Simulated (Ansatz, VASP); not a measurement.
## Two plane-wave programs on SiC (Moissanite 3C)

```
Si C
1.0
     0.00000    2.16370    2.16370
     2.16370    0.00000    2.16370
     2.16370    2.16370    0.00000
Si C
1 1
Direct
  0.00000 0.00000 0.00000
  0.25000 0.25000 0.25000
```

Alike in both runs: task relaxation of the atoms; functional r2SCAN; k mesh 12 × 12 × 12; occupations fermi-dirac, width 0.02 eV; no spin polarisation.

|  | VASP | Ansatz |
| --- | --- | --- |
| version | VASP 6.6.1 | Ansatz 0.2.0 |
| potentials or method | VASP PAW PBE potentials, release 64 (Si, C) | PAW plane waves |
| plane-wave cutoff (eV) | 520 | 500 |
| valence electrons in the cell | 8 | 8 |

Ansatz gave:

```
gap on the k mesh at the Fermi level, each at its own relaxed structure (eV) : 1.70
```

Problem. What did VASP give for the same quantities?

Solution. gap on the k mesh at the Fermi level, each at its own relaxed structure (eV): 1.71.

Ansatz warned: «stress_scf_threshold_loose».

Caveats: the relaxation stopped at its first step, so nothing moved; the PAW data sets were made with another functional, which shifts forces and pressure a little (VASP). r2SCAN opens gaps a little over a GGA but as a rule still falls short of measured ones. A k mesh can miss the band edges.
